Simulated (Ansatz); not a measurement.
A series in volume per atom on Mo

All results are calculated (Ansatz 0.2.0). Periodic Kohn-Sham DFT of a crystal at fixed atoms; pressure and stress are positive in compression; the energy is the free energy less that of spherical unpolarised free atoms; site moments are those in the method's own spheres, positive along +z.

Cell of the first row (space group Pm-3m, No. 221):
```
CELL_PARAMETERS angstrom
2.55220 0.00000 0.00000
0.00000 2.55220 0.00000
0.00000 0.00000 2.55220
ATOMIC_POSITIONS crystal
Mo 0.00000 0.00000 0.00000
```

Settings of every row: method frozen-core PAW; functional PBE; relativity scalar; k mesh 12x12x12; filling fermi-dirac; smearing width 0.03 eV; wave cutoff 420 eV; paw set soft_2.

Atom start moment: 0 on all atoms.

Limits: the cell comes from a prototype or a list of computed structures and needn't be the stable phase.

| row | volume per atom (Å³) | pressure (GPa) |
| --- | --- | --- |
| 1 | 16.623 | 13.373 |
| 2 | 17.322 | ? |
| 3 | 17.675 | -0.017 |
| 4 | 18.029 | -3.702 |
| 5 | 18.736 | -9.995 |

Question: what pressure should row 2 give?

Worked fit of pressure. Take u = (V_r/V)^(2/3) − 1 with V_r = 17.852 Å³ an atom, which is twice the finite (Eulerian) strain; such expansions in the strain, on which the Birch-Murnaghan equation of state is built, carry the rest volume and the bulk modulus. The shown rows have u = 0.0487, 0.00667, -0.00656, -0.03171. Least squares give pressure = −1.9066 + 278.222 × u + 729.6 × u² GPa; a straight line predicts inner rows, each left out in turn, worse (root mean square 0.74 against 0.0032 GPa). The rows lie off it by 0.000, 0.001, -0.002, 0.000. The pressure vanishes at u = 0.0067, or V = 17.67 Å³ an atom, and there the bulk modulus at fixed shape and fractions is B = −V dP/dV = (2/3)(1 + u) dP/du = 193 GPa. The withheld row has u = 0.0203, so the fit gives −1.9066 + 278.222 × (0.0203) + 729.6 × (0.0203)² = 4.042 GPa.

The calculation gave 4.067 GPa. The fit lies 0.025 GPa (0.11 % of the column's range) below it; its largest miss of a shown row is 0.002 GPa.
